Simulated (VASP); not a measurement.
Input of a VASP 6.6.1 run:

INCAR

```
PREC = Accurate
ENCUT = 600
EDIFF = 1E-7
ISMEAR = 0
SIGMA = 0.02
LREAL = F
LASPH = T
NELM = 100
ALGO = Normal
ISIF = 3
LWAVE = F
LCHARG = F
GGA = PE
IVDW = 12
IBRION = 2
NSW = 100
EDIFFG = -0.005
```

Contents of KPOINTS:

```
regular mesh
0
Gamma
  8 8 8
```

Contents of POSCAR:

```
AgCl
1.0
    0.0000000000      2.7731500000      2.7731500000
    2.7731500000      0.0000000000      2.7731500000
    2.7731500000      2.7731500000      0.0000000000
Ag Cl
1 1
Direct
    0.5000000000      0.5000000000      0.5000000000
    0.0000000000      0.0000000000      0.0000000000
```

Potentials or basis: VASP PAW PBE potentials, release 64 (Ag, Cl).

Run with:

```sh
$ cat potpaw_PBE.64/Ag/POTCAR potpaw_PBE.64/Cl/POTCAR > POTCAR
$ mpirun -np 1 vasp_std > vasp.out
```

Problem. What does it give for the relaxed volume?

Solution. 20.87 Å³/atom.

Problem. Estimate the relaxed cell.

Solution. a = 3.894 Å, b = 3.894 Å, c = 3.894 Å, α = 60.00°, β = 60.00°, γ = 60.00°.

The path:
```
step  energy change (eV)  largest force (eV/Å)  pressure (GPa)  volume (Å³)
   1              0.0000                0.0000           -1.03        42.65
   2             -0.0030                0.0000           -0.08        41.81
   3             -0.0030                0.0000            0.00        41.75
```
